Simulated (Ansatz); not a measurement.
# Stress against strain in Se

```xyz
6
Lattice="5.6810 3.2799 1.4763 -5.6810 3.2799 1.4763 0.0000 -6.5599 1.4763" Properties=species:S:1:pos:R:3 pbc="T T T"
Se    0.6712   -4.5696    2.0098
Se    3.6218    2.8661    2.0098
Se   -4.2930    1.7035    2.0098
Se   -0.6712    4.5696    2.4192
Se   -3.6218   -2.8661    2.4192
Se    4.2930   -1.7035    2.4192
```

Atom numbers follow the list: Se1, Se2, Se3, Se4, Se5, Se6.

Conventional cell: a = 11.362 Å, b = 11.362 Å, c = 4.429 Å, α = 90.00°, β = 90.00°, γ = 120.00°. Se (atom 1) is surrounded by 2 Se at 2.36 Å.

The cell is COD entry 9013138, as deposited and not checked against the literature; nothing was relaxed.

Level of theory: Ansatz 0.2.0, DFT, PBE, all-electron LAPW, scalar-relativistic.

The runs use a Γ-centred 6×6×6 k mesh, Fermi–Dirac smearing of 0.01 eV, basis error target 1 meV/atom, no spin polarisation.

The strain is applied along the Cartesian axes of the cell as listed (the other components stay zero). Fractional coordinates are held (clamped ions).

σ is the change of stress from the unstrained cell, which is at 2.68 GPa; tension is positive, so slopes are stress–strain coefficients at that pressure.

Only quantities that a quadratic follows smoothly over the whole series are listed; rougher ones are left out.

```csv
εxx = εyy,σzz (GPa),σxx (GPa)
-0.0300,-2.74,-5.95
-0.0200,-1.71,-3.77
0.0000,0.00,0.00
0.0100,0.71,1.62
0.0200,1.34,3.09
0.0300,1.90,4.42
```

Q: Fit the series and read off the stiffness at zero strain.

A: Least-squares fits y = p0 + p1 x + p2 x² to the rows give σzz (GPa): p1 = 77, p2 = -460; σxx (GPa): p1 = 172, p2 = -840. So C13 + C23 = 77 GPa and C11 + C12 = 172 GPa, for these axes.

Q: One run, at εxx = εyy = -0.0100, is withheld. Predict its row.

A: The fits give -0.82, -1.81; the run gave -0.81, -1.79.
